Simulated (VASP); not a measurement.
TlBr:

```
Tl Br
1.0
     3.97000    0.00000    0.00000
     0.00000    3.97000    0.00000
     0.00000    0.00000    3.97000
Tl Br
1 1
Cartesian
  0.0000 0.0000 0.0000
  1.9850 1.9850 1.9850
```

```yaml
Program: VASP 6.6.1
Task: relaxation of cell and atoms
Functional: PBEsol
Potentials_or_basis: VASP PAW PBE potentials, release 64 (Tl_d, Br)
Cutoff: 600 eV
k_mesh: 8 × 8 × 8
Occupations: gaussian, width 0.02 eV
Spin: no spin polarisation
```

At the start: pressure -1.0 GPa; volume 31.29 Å³/atom.

Task: How do energy, volume and symmetry change on relaxing?

Result: Over 3 steps the energy falls by 4.3 meV/atom and the volume is 30.00 Å³/atom (-4.1 %); space group Pm-3m (No. 221, to 0.05 Å).

Step by step:
```csv
step,energy change (eV),largest force (eV/Å),pressure (GPa),volume (Å³)
1,0.0000,0.0000,-1.02,62.57
2,-0.0077,0.0000,-0.34,60.79
3,-0.0085,0.0000,0.00,60.01
```

Final structure:
```
Tl Br
1.0
     3.91502    0.00000    0.00000
     0.00000    3.91502    0.00000
     0.00000    0.00000    3.91502
Tl Br
1 1
Cartesian
  0.0000 0.0000 0.0000
  1.9575 1.9575 1.9575
```

Caveat: the PAW data sets were made with another functional, which shifts forces and pressure a little.
